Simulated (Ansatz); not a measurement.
Cu Kα1 powder pattern (kinematic, no thermal factors).
2θ (°) (relative intensity): 17.60 (2), 26.53 (4), 31.90 (26), 33.15 (4), 35.63 (23), 36.66 (100), 41.96 (2), 48.57 (13), 56.19 (3), 56.84 (17), 63.79 (1), 64.68 (14), 66.68 (3), 68.92 (17), 69.57 (13), 74.00 (1), 75.46 (2), 77.95 (3), 84.26 (2)

The pattern is computed from a structure relaxed with Ansatz 0.2.0, DFT PBE, scalar-relativistic, plane waves, PAW. Collinear spin, ending at 0.7 μB a primitive cell. Its elements are Al, Sc.

Problem. Give the structure.

Solution. Sc3Al.
Space group P-6m2 (No. 187). a = 3.237 Å, b = 3.237 Å, c = 10.070 Å, α = 90.00°, β = 90.00°, γ = 120.00°
| atom | site | symmetry | x | y | z |
| --- | --- | --- | --- | --- | --- |
| Sc | 1a | -6m2 | 0.0000 | 0.0000 | 0.0000 |
| Sc | 2i | 3m. | 0.6667 | 0.3333 | 0.7352 |
| Al | 1b | -6m2 | 0.0000 | 0.0000 | 0.5000 |

A pattern alone doesn't exclude other cells with like lines; this is the one computed.

The structure comes from a generated guess; another structure or a mixture of phases may lie lower.
